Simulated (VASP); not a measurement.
# Ti in VASP: notebook

Runs on Ti. Level: LDA. Tasks: single point.

All numbers are computed with VASP 6.6.1; they aren't measurements. Logs are shortened: lines on timing, memory, paths and dates and some standing lists are left out, and cuts for length are marked.

## Step 1: The structure

The cell holds a slab with vacuum, 6 atoms: a = 2.950 Å, b = 2.950 Å, c = 21.715 Å, α = 90.00°, β = 90.00°, γ = 120.00°.

The slab is cut from a database's or a generator's crystal, which needn't be the stable form of the element.

## Step 2: Single point, LDA

Contents of INCAR:

```
SYSTEM = Ti
PREC     = Accurate       ! precision mode
ENCUT    = 400            ! plane-wave cutoff, eV
EDIFF    = 1E-7           ! SCF threshold, eV
ISMEAR   = 1              ! smearing method
SIGMA    = 0.1            ! smearing width, eV
LREAL    = .FALSE.        ! projectors in reciprocal space
LASPH    = .TRUE.         ! aspherical terms in the spheres
NELM     = 120            ! most SCF steps
ALGO     = Normal         ! electronic algorithm
ISIF     = 2              ! what is computed and relaxed
LWAVE    = .FALSE.        ! write WAVECAR
LCHARG   = .FALSE.        ! write CHGCAR
GGA      = CA             ! functional
NBANDS   = 50             ! bands
LVHAR    = .TRUE.       
LVACPOTAV= .TRUE.       
IDIPOL   = 3
```

Contents of KPOINTS:

```
Automatic mesh
0
G
  13 13 1
  0 0 0
```

Contents of POSCAR:

```
Ti
1.0
    2.9499978604      0.0000000000      0.0000000000
   -1.4749989302      2.5547730882      0.0000000000
    0.0000000000      0.0000000000     21.7150000000
Ti
6
Direct
    0.6666666667      0.3333333334      0.2302555837
    0.3333333333      0.6666666666      0.3381533502
    0.6666666667      0.3333333334      0.4460511167
    0.3333333333      0.6666666666      0.5539488833
    0.6666666667      0.3333333334      0.6618466498
    0.3333333333      0.6666666666      0.7697444163
```

Potentials or basis: VASP PAW LDA potentials, release 64 (Ti_sv).

On the command line:

```console
> cat potpaw_LDA.64/Ti_sv/POTCAR > POTCAR
> mpirun -np 1 vasp_std > vasp.out
```

OUTCAR:

```text
SYSTEM = Ti
   PREC = Accurate
   ENCUT = 400
   EDIFF = 1E-7
   ISMEAR = 1
   LREAL = .FALSE.
   LASPH = .TRUE.
   NELM = 120
   ISIF = 2
   GGA = CA

 Found     21 irreducible k-points:

 Following reciprocal coordinates:
            Coordinates               Weight
  0.000000  0.000000  0.000000      1.000000
  0.076923  0.000000  0.000000      6.000000
  0.153846 -0.000000  0.000000      6.000000
  0.230769 -0.000000  0.000000      6.000000
  0.307692 -0.000000  0.000000      6.000000
  0.384615  0.000000  0.000000      6.000000
   k-points           NKPTS =     21   k-points in BZ     NKDIM =     21   number of bands    NBANDS=     50
   number of dos      NEDOS =    301   number of ions     NIONS =      6
   total plane-waves  NPLWV =  57600
   dimension x,y,z NGX =    20 NGY =   20 NGZ =  144
   dimension x,y,z NGXF=    40 NGYF=   40 NGZF=  288
   ions per type =               6
   NGX,Y,Z   is equivalent  to a cutoff of  11.27, 11.27, 11.02 a.u.
   NGXF,Y,Z  is equivalent  to a cutoff of  22.54, 22.54, 22.05 a.u.
 SYSTEM =  Ti
   PREC   = accura    normal or accurate (medium, high low for compatibility)
   ISTART =      0    job   : 0-new  1-cont  2-samecut
   ICHARG =      2    charge: 1-file 2-atom 10-const
   ISPIN  =      1    spin polarized calculation?
   LNONCOLLINEAR =      F non collinear calculations
   LSORBIT =      F    spin-orbit coupling
   LASPH  =      T    aspherical Exc in radial PAW
   ENCUT  =  400.0 eV  29.40 Ry    5.42 a.u.   4.81  4.81 35.41*2*pi/ulx,y,z
   NELM   =    120;   NELMIN=  2; NELMDL= -5     # of ELM steps
   EDIFF  = 0.1E-06   stopping-criterion for ELM
   LREAL  =      F    real-space projection
   EDIFFG = 0.1E-05   stopping-criterion for IOM
   NSW    =      0    number of steps for IOM
   IBRION =     -1    ionic relax: 0-MD 1-quasi-New 2-CG
   NFREE  =      0    steps in history (QN), initial steepest desc. (CG)
   ISIF   =      2    stress and relaxation
   ISYM   =      2    0-nonsym 1-usesym 2-fastsym
   POTIM  = 0.5000    time-step for ionic-motion
   TEBEG  =    0.0;   TEEND  =   0.0 temperature during run
   PSTRESS=    0.0 pullay stress
   NELECT =      72.0000    total number of electrons
   NUPDOWN=      -1.0000    fix difference up-down
   EMIN   =  10.00;   EMAX   =-10.00  energy-range for DOS
   EFERMI =   0.00;   METHOD = LEGACY
   ISMEAR =     1;   SIGMA  =   0.10  broadening in eV -4-tet -1-fermi 0-gaus
   EFERMI_NEDOS =   21; number of points for ismear=-14 and -15
   IALGO  =     38    algorithm
   IMIX   =      4    mixing-type and parameters
     AMIX     =   0.40;   BMIX     =  1.00
     AMIX_MAG =   1.60;   BMIX_MAG =  1.00
  volume/ion in A,a.u.               =      27.28       184.07
  Fermi-wavevector in a.u.,A,eV,Ry     =   1.245110  2.352917 21.093096  1.550299
  Thomas-Fermi vector in A             =   2.379347
   LORBIT       =      0    0 simple, 1 ext, 2 COOP (PROOUT), +10 PAW based schemes
   GGA     = CA    functional components
   LHFCALC =     F    Hartree Fock is set to
   AEXX    =    0.0000 exact exchange contribution
   IVDW    =     0    specifies the selected vdW correction
   LEPSILON=     F    determine dielectric tensor
   LRPA    =     F    only Hartree local field effects (RPA)
 non-spin polarized calculation
 Methfessel and Paxton  Order N= 1 SIGMA  =   0.10
  energy-cutoff  :      400.00
  volume of cell :      163.66
 maximum number of plane-waves:      2995
 NGX is ok and might be reduce to    20
   NGX =  9   NGY =  9   NGZ = 71

 number of electron      72.0000012 magnetization

 Free energy of the ion-electron system (eV)
  ---------------------------------------------------
  ext. energy  EPLUGINS =         0.00000000
  ---------------------------------------------------
  free energy    TOTEN  =       -48.69827381 eV

  energy without entropy =      -48.69842760  energy(sigma->0) =      -48.69832507

 E-fermi :   3.6598     XC(G=0):  -8.5077

 val. band max:        3.6508445614   @ k =   0.2308  -0.0000   0.0000
 cond. band min:       3.6834395181   @ k =   0.3077   0.2308   0.0000
 fundamental gap:      0.0325949567
 Fermi energy:         3.6598310054

 k-point     1 :       0.0000    0.0000    0.0000
  band No.  band energies     occupation
      1     -52.6281      2.00000
      2     -52.6280      2.00000
      3     -52.5069      2.00000
      4     -52.4564      2.00000
      5     -52.4060      2.00000
      6     -52.3886      2.00000
[... 40 lines left out ...]
     47       4.5999     -0.00000
     48       4.7920     -0.00000

 k-point     2 :       0.0769    0.0000    0.0000
  band No.  band energies     occupation
      1     -52.6237      2.00000
      2     -52.6236      2.00000
      3     -52.5014      2.00000
      4     -52.4520      2.00000
      5     -52.4025      2.00000
      6     -52.3858      2.00000
[... 40 lines left out ...]
     47       4.6904     -0.00000
     48       4.7642     -0.00000

 k-point     3 :       0.1538   -0.0000    0.0000
  band No.  band energies     occupation
      1     -52.6116      2.00000
      2     -52.6116      2.00000
      3     -52.4863      2.00000
      4     -52.4400      2.00000
      5     -52.3931      2.00000
      6     -52.3786      2.00000
[... 40 lines left out ...]
     47       4.8204     -0.00000
     48       4.9284     -0.00000

 k-point     4 :       0.2308   -0.0000    0.0000
  band No.  band energies     occupation
      1     -52.5944      2.00000
      2     -52.5943      2.00000
      3     -52.4643      2.00000
      4     -52.4228      2.00000
      5     -52.3798      2.00000
      6     -52.3686      2.00000
[... 40 lines left out ...]
     47       5.1783     -0.00000
     48       5.2491     -0.00000

 k-point     5 :       0.3077   -0.0000    0.0000
  band No.  band energies     occupation
      1     -52.5764      2.00000
      2     -52.5763      2.00000
      3     -52.4399      2.00000
      4     -52.4047      2.00000
      5     -52.3664      2.00000
      6     -52.3589      2.00000
[... 40 lines left out ...]
     47       5.5570     -0.00000
     48       5.5651     -0.00000

 k-point     6 :       0.3846    0.0000    0.0000
  band No.  band energies     occupation
      1     -52.5613      2.00000
      2     -52.5612      2.00000
      3     -52.4179      2.00000
      4     -52.3900      2.00000
      5     -52.3554      2.00000
      6     -52.3516      2.00000
[... 40 lines left out ...]
     47       6.0279      0.00000
     48       6.0463      0.00000

 [... further k-points ...]

 [bands above 48 left out]

------------------------ aborting loop because EDIFF is reached ----------------------------------------

 dipolmoment           0.000000      0.000000      0.000000 electrons x Angstroem

  FORCE on cell =-STRESS in cart. coord.  units (eV):
  Direction    XX          YY          ZZ          XY          YZ          ZX
  --------------------------------------------------------------------------------------
  -------------------------------------------------------------------------------------
  Total       -8.3783170     -8.3783170     -8.4166708      0.0000000      0.0000000     -0.0000000
  in kB      -82.0225945    -82.0225945    -82.3980727      0.0000000      0.0000000     -0.0000000
  external PRESSURE =     -82.1477539 kB  Pullay stress =       0.0000000 kB

 VOLUME and BASIS-vectors are now :
 -----------------------------------------------------------------------------
  energy-cutoff  :      400.00
  volume of cell :      163.66
      direct lattice vectors                 reciprocal lattice vectors
     2.949997860  0.000000000  0.000000000     0.338983297  0.195712098  0.000000000
    -1.474998930  2.554773088  0.000000000     0.000000000  0.391424195  0.000000000
     0.000000000  0.000000000 21.715000000     0.000000000  0.000000000  0.046051117

 POSITION                                       TOTAL-FORCE (eV/Angst)
 -----------------------------------------------------------------------------------
      1.47500      0.85159      5.00000        -0.000000      0.000000      1.034438
     -0.00000      1.70318      7.34300        -0.000000     -0.000000     -0.607898
      1.47500      0.85159      9.68600         0.000000      0.000000      0.043806
     -0.00000      1.70318     12.02900        -0.000000      0.000000     -0.043806
      1.47500      0.85159     14.37200         0.000000      0.000000      0.607898
     -0.00000      1.70318     16.71500        -0.000000     -0.000000     -1.034438
 -----------------------------------------------------------------------------------
    total drift:                                0.000000      0.000000      0.000000

  FREE ENERGIE OF THE ION-ELECTRON SYSTEM (eV)
  ---------------------------------------------------
  free  energy   TOTEN  =       -48.6982738101 eV

  energy  without entropy=      -48.6984275953  energy(sigma->0) =      -48.69832507
```

It took 2 min on 1 thread of Intel Xeon 6975P-C (Granite Rapids), shared host; peak memory 0.22 GiB.

These settings aren't checked as converged: the numbers below hold their error.

Results:

* Free energy: -48.6983 eV
* Largest force: 1.034 eV/Å
* Band gap on the k mesh: none (metal or under the smearing width)

[end of part 1 of 2]
